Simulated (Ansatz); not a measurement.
Te2Mo in Ansatz: the effect of functional

Crystal: Te2Mo.

```
Te Mo
1.0
     3.51820    0.00000    0.00000
    -1.75910    3.04685    0.00000
     0.00000    0.00000   13.97360
Te Mo
4 2
Cartesian
  1.7591 1.0156 5.2960
  0.0000 2.0312 12.2828
  1.7591 1.0156 1.6908
  0.0000 2.0312 8.6776
  1.7591 1.0156 10.4802
  0.0000 2.0312 3.4934
```

Alike in all runs:

| Item | Value |
| --- | --- |
| Program | Ansatz 0.2.0 |
| Task | band structure |
| Potentials or basis | Ansatz PAW |
| k mesh | 9 × 9 × 2 |
| Occupations | fermi-dirac, width 0.05 eV |
| Spin | no spin polarisation |

Q: One run gave: gap on the mesh 0.82 eV; pressure 9.1 GPa; largest force 0.46 eV/Å. Which functional did it use?
A. RPBE
B. BLYP
C. revPBE
D. PBEsol
E. LDA

A: B.

| functional | cutoff | gap on the mesh (eV) | pressure (GPa) | largest force (eV/Å) |
| --- | --- | --- | --- | --- |
| LDA | 420 eV (not typed: the program's choice for these potentials) | 0.76 | -3.0 | 0.29 |
| PBE | 420 eV (not typed: the program's choice for these potentials) | 0.78 | 2.9 | 0.17 |
| PBEsol | 420 eV (not typed: the program's choice for these potentials) | 0.76 | -1.1 | 0.09 |
| RPBE | 420 eV (not typed: the program's choice for these potentials) | 0.81 | 4.9 | 0.26 |
| revPBE | 420 eV (not typed: the program's choice for these potentials) | 0.80 | 4.3 | 0.23 |
| BLYP | 420 eV (not typed: the program's choice for these potentials) | 0.82 | 9.1 | 0.46 |
| r2SCAN | 500 eV (not typed: the program's choice for these potentials) | 0.89 | 2.2 | 0.08 |

Caveats: the k mesh misses the band edges, so the gap on the mesh is wider than the one along the path; spin-orbit coupling is left out, which moves the levels of the heavy elements; the PAW data sets come from PBE, with cores solved anew for the run's functional, which leaves a small shift of forces and pressure (some runs); this functional lacks dispersion, which binds the layers, so the pressure and a relaxed spacing across them are unreliable (some runs).
